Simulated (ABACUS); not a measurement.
Hf:

```
Hf
1.0
     3.19670    0.00000    0.00000
    -1.59835    2.76842    0.00000
     0.00000    0.00000    5.05780
Hf
2
Direct
  0.66667 0.33333 0.75000
  0.33333 0.66667 0.25000
```

Program: ABACUS 3.10.1. Alike in all runs: task single point; no spin polarisation; cell as given; smearing fermi-dirac 0.05 eV.

Problem. Order these runs on this cell by their pressure, lowest first.
A. level rPW86PBE; potentials or basis PseudoDojo NC SR 0.4.1 PBE standard, plane waves; k mesh 8 × 8 × 4; cutoff (eV) 789; SCF threshold on the density 1e-08; eigensolver dav
B. level PBEsol; potentials or basis SPMS ONCV 1.0 PBE, plane waves; k mesh 8 × 8 × 4; cutoff (eV) 816; SCF threshold on the density 1e-08; eigensolver dav
C. level PBE; potentials or basis PseudoDojo NC SR 0.5 PBE standard, DZP LCAO (the cutoffs set its grid); k mesh 9 × 9 × 5; cutoff (eV) 1361; SCF threshold on the density 1e-07; eigensolver genelpa; orbital files Hf Hf_confined-atom_8au_3s2p2d1f.orb

Solution. B (-3.6 GPa), C (0.8 GPa), A (2.8 GPa).

Caveats: the potentials were made for another functional, which shifts forces and pressure (some runs); the atomic orbitals were generated for these runs and aren't a published set (some runs); the basis of atomic orbitals isn't converged, which shifts pressures, moduli and gaps (some runs).

Not every run made on this cell is shown here.
